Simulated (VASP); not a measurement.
Crystal: AlP.

```
Al P
1.0
     0.00000    2.73926    2.73926
     2.73926    0.00000    2.73926
     2.73926    2.73926    0.00000
Al P
1 1
Direct
  0.00000 0.00000 0.00000
  0.25000 0.25000 0.25000
```

Base run:

| Item | Value |
| --- | --- |
| Program | VASP 6.6.1 |
| Functional | PBEsol |
| Potentials or basis | VASP PAW PBE potentials, release 64 (Al, P) |
| Cutoff | 520 eV |
| k mesh | 6 × 6 × 6 |
| Occupations | gaussian, width 0.01 eV |
| Spin | no spin polarisation |

Its results: band gap on the k mesh 1.45 eV, indirect (least direct gap 3.12 eV); pressure -0.3 GPa.

Q: The run is repeated on the same cell with these changes: functional from PBEsol to HSE06; k mesh from 6 × 6 × 6 to 4 × 4 × 4. What comes out?

A: Band gap on the k mesh 2.30 eV, indirect (least direct gap 4.16 eV); pressure 0.0 GPa.

Several settings changed at once, so the effect can't be laid on one alone.

Caveats: some runs use coarse meshes; the PAW data sets were made with another functional, which shifts forces and pressure a little.

A k mesh can miss the band edges.
